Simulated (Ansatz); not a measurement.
## Sb: levels with and without spin–orbit coupling

```
Sb
1.0
     3.16000    0.00000    0.00000
     0.00000    3.16000    0.00000
     0.00000    0.00000    3.16000
Sb
1
Direct
  0.00000 0.00000 0.00000
```

Conventional cell: a = 3.160 Å, b = 3.160 Å, c = 3.160 Å, α = 90.00°, β = 90.00°, γ = 90.00°. Sb (atom 1) has 6 Sb at 3.16 Å as nearest neighbours.

The cell is COD entry 9013008, as deposited and not checked against the literature; nothing was relaxed.

Levels of theory: DFT, PBE, all-electron LAPW, scalar-relativistic (Ansatz 0.2.0); DFT, PBE, all-electron LAPW, Dirac equation with spin-orbit coupling (Ansatz 0.2.0).

Numerical set-up: a Γ-centred 13×13×13 k mesh, Fermi–Dirac smearing of 0.05 eV, basis error target 1 meV/atom, no spin polarisation.

Levels between -6 and 4 eV, each run counted from its own valence-band top where it has a gap, else its Fermi level. Scalar levels are listed once for both spins; with the coupling every spinor state is counted. Levels near the edges of the range can cross them.

Task: At Γ (0.000, 0.000, 0.000) the scalar-relativistic levels are 3.07 (×3). What are they with spin–orbit coupling?

Result: 2.44 (×2), 3.35 (×4).

Task: At M (0.500, 0.500, 0.000) the scalar-relativistic levels are -3.35 (×2), 2.34. What are they with spin–orbit coupling?

Result: -3.57 (×2), -3.15 (×2), 2.34 (×2).
